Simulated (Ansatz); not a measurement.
BaZrO3:

```
Ba Zr O
1.0
     4.19134    0.00000    0.00000
     0.00000    4.19134    0.00000
     0.00000    0.00000    4.19134
Ba Zr O
1 1 3
Direct
  0.00000 0.00000 0.00000
  0.50000 0.50000 0.50000
  0.50000 0.50000 0.00000
  0.50000 0.00000 0.50000
  0.00000 0.50000 0.50000
```

Base run:

| Quantity | Value |
| --- | --- |
| Program | Ansatz 0.2.0 |
| Functional | PBEsol |
| Potentials or basis | all-electron LAPW, scalar-relativistic |
| Cutoff | 319 eV |
| Density cutoff | 1278 eV |
| Basis error allowed | 0.002 eV/atom |
| k mesh | 6 × 6 × 6 |
| Occupations | fermi-dirac, width 0.05 eV |
| Spin | no spin polarisation |

Its results: band gap on the k mesh 3.15 eV, indirect (least direct gap 3.35 eV); pressure -1.2 GPa.

After a change of settings the same cell gave: band gap on the k mesh 3.24 eV, indirect (least direct gap 3.43 eV); pressure 4.0 GPa. Which change was it?
A. functional from PBEsol to LDA
B. functional from PBEsol to PBE
C. basis error allowed from 0.002 eV/atom to 0.001 eV/atom

B.

PBE binds less tightly than PBEsol, so the same cell stands under more pressure.

Caveats: spin-orbit coupling is left out, which moves the levels of the heavy elements.

Not every run made on this cell is shown here.
